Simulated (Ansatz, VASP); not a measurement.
## Two plane-wave programs on GaAs

```
Ga As
1.0
     0.00000    2.80378    2.80378
     2.80378    0.00000    2.80378
     2.80378    2.80378    0.00000
Ga As
1 1
Direct
  0.00000 0.00000 0.00000
  0.75000 0.75000 0.75000
```

Alike in both runs: functional PBEsol; k mesh 8 × 8 × 8; no spin polarisation.

Ansatz relaxed the structure, and its values are those at the end. VASP's run is a single point on that final structure, the one shown.

```csv
,VASP,Ansatz
version,VASP 6.6.1,Ansatz 0.2.0
potentials or method,"VASP PAW PBE potentials, release 64 (Ga_d, As)","PAW with Ansatz's default frozen-core files, scalar-relativistic"
plane-wave cutoff (eV),520,420
occupations,"gaussian, width 0.01 eV",fixed
valence electrons in the cell,18,28
```

|  | VASP | Ansatz | Ansatz less VASP |
| --- | --- | --- | --- |
| pressure (GPa) | 2.2 | 2.0 | -0.18 |

The two sets of potentials don't hold the same shells in valence.

Caveats: the PAW data sets were made with another functional, which shifts forces and pressure a little (VASP). A k mesh can miss the band edges.
